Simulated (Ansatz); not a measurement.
**BaTiO3: a ladder of calculations**

Cell of run 1: a structure deposited in the COD, taken as it stands.

```
Ba Ti O
1.0
     2.82767    1.63255    2.31773
    -2.82767    1.63255    2.31773
     0.00000   -3.26511    2.31773
Ba Ti O
1 1 3
Direct
  0.00000 0.00000 0.00000
  0.48600 0.48600 0.48600
  0.50840 0.50840 0.01850
  0.01850 0.50840 0.50840
  0.50840 0.01850 0.50840
```

Atom numbers follow the list; atoms alike are taken as one site, whose name carries the number of the first.

Relaxed positions (PBE, cell held):

```
CELL_PARAMETERS angstrom
2.82767 1.63255 2.31773
-2.82767 1.63255 2.31773
0.00000 -3.26511 2.31773
ATOMIC_POSITIONS crystal
Ba 0.99805 0.99805 0.99805
Ti 0.48636 0.48636 0.48636
O 0.51010 0.51010 0.01669
O 0.01669 0.51010 0.51010
O 0.51010 0.01669 0.51010
```

All runs are DFT with Ansatz 0.2.0 (plane waves and PAW, scalar-relativistic unless spin–orbit coupling is named, Γ-centred meshes, Fermi–Dirac smearing where given) in this cell.

Run 1: PBE, atoms as given; 420 eV, 8×8×8 k-points, smearing 0.02 eV.
Run 2: PBE, atoms relaxed; 420 eV, 8×8×8 k-points, smearing 0.02 eV.
Run 3: r2SCAN, at the relaxed atoms; 500 eV, 8×8×8 k-points, smearing 0.02 eV.
Run 4: PBE with spin–orbit coupling, at the relaxed atoms; 420 eV, 8×8×8 k-points, smearing 0.02 eV.
Run 5: LDA, at the relaxed atoms; 420 eV, 8×8×8 k-points, smearing 0.02 eV.
Run 6: PBEsol, at the relaxed atoms; 420 eV, 8×8×8 k-points, smearing 0.02 eV.

```
run  Ba V_zz (η)  Ti V_zz (η)   O V_zz (η)
  1  0.35 (0.00)  1.06 (0.00)  2.13 (0.04)
  2  0.31 (0.00)  1.07 (0.00)  2.21 (0.01)
  3            ?            ?            ?
  4  0.31 (0.00)  1.07 (0.00)  2.21 (0.01)
  5  0.29 (0.00)  1.10 (0.00)  1.94 (0.01)
  6  0.29 (0.00)  1.06 (0.00)  2.03 (0.01)
```

V_zz in 10²¹ V/m².

Question: Estimate the row of run 3.

Answer: Ba: 0.35 (0.00); Ti: 1.02 (0.00); O: 2.56 (0.02). It lies nearest to run 2, from whose tensors on these sites it differs by 0.36 at most (largest principal value of the difference, on O). Taken one at a time, the functional (between the two that differ most) moves the tensors on these sites by up to 0.63 (largest principal value of the change, on O), the positions of the atoms (as given or relaxed) by 0.08 (O), spin–orbit coupling by 0.00.

The cell isn't the equilibrium one in runs 1, 5 (calculated pressure 5, -7 GPa), and the entry's cell may itself be off.
